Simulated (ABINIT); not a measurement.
A run of ABINIT 10.8.3 (patched build) is set up as follows.

Contents of run.abi:

```
ndtset 2

pp_dirpath "./"
pseudos "Zn.upf, S.upf"

acell 3.8212050455 3.8212050455 3.8212050455 Angstrom
rprim
     0.0000000000     0.7071067812     0.7071067812
     0.7071067812     0.0000000000     0.7071067812
     0.7071067812     0.7071067812     0.0000000000
ntypat 2
znucl 30 16
natom 2
typat 1 2
xred
     0.7500000000     0.7500000000     0.7500000000
     0.0000000000     0.0000000000     0.0000000000

ecut 36.0

ixc 7

occopt 3
tsmear 0.00183747

nstep 100

iomode 3
prtwf 0
prteig 0
prtebands 0
enunit 1
prtden1 1

kptopt1 1
ngkpt1 9 9 9
nshiftk1 1
shiftk1 0.0 0.0 0.0
nband1 17
tolvrs1 1.0e-10

iscf2 -2
getden2 1
nband2 21
nbdbuf2 2
tolwfr2 1.0e-12
kptopt2 -9
ndivsm2 6
prteig2 1
prtvol2 -3
kptbounds2
     0.0000000000     0.0000000000     0.0000000000
     0.5000000000     0.0000000000     0.5000000000
     0.5000000000     0.2500000000     0.7500000000
     0.3750000000     0.3750000000     0.7500000000
     0.0000000000     0.0000000000     0.0000000000
     0.5000000000     0.5000000000     0.5000000000
     0.6250000000     0.2500000000     0.6250000000
     0.5000000000     0.2500000000     0.7500000000
     0.5000000000     0.5000000000     0.5000000000
     0.3750000000     0.3750000000     0.7500000000
```

Potentials or basis: PseudoDojo NC SR LDA v0.4.1 standard.

Launch:

```bash
$ abinit run.abi > log 2>&1
```

Task: Predict the band gap on the k mesh.

Result: 1.86 eV, direct.

Levels at the corners of the path, in eV from the valence-band top:
```tsv
point	band 10	band 11	band 12	band 13	band 14	band 15	band 16	band 17
Γ	-5.99	0.00	0.00	0.00	1.86	6.23	6.23	6.23
X	-5.77	-4.66	-2.24	-2.24	3.19	3.88	10.69	11.74
W	-5.58	-4.68	-2.80	-2.77	5.52	5.89	7.66	8.00
K	-5.64	-4.71	-3.17	-1.83	3.93	5.80	9.14	9.60
Γ	-5.99	0.00	0.00	0.00	1.86	6.23	6.23	6.23
L	-5.79	-5.38	-0.88	-0.88	3.09	6.76	6.76	8.62
U	-5.64	-4.71	-3.17	-1.83	3.93	5.80	9.14	9.60
W	-5.58	-4.68	-2.80	-2.77	5.52	5.89	7.66	8.00
L	-5.79	-5.38	-0.88	-0.88	3.09	6.76	6.76	8.62
K	-5.64	-4.71	-3.17	-1.83	3.93	5.80	9.14	9.60
```

**The experiment to reproduce.**

From “Electronic, vibrational, and thermodynamic properties of ZnS (zincblende and rocksalt structure)”, 2009, arxiv:0911.5022, for a bulk crystal of ZnS at 19 K: band gap 3.85 eV (direct).

A measured gap of ZnS is 3.85 eV (direct; 19 K; quoted in “Electronic, vibrational, and thermodynamic properties of ZnS (zincblende and rocksalt structure)”, 2009, arxiv:0911.5022); the calculated 1.86 eV misses it by -1.99 eV. So large a miss can be the level of theory's own, or it may mean another phase, state or a wrong row. The value is that of LDA, without temperature or zero-point motion. Semilocal functionals fall short of measured gaps as a rule.
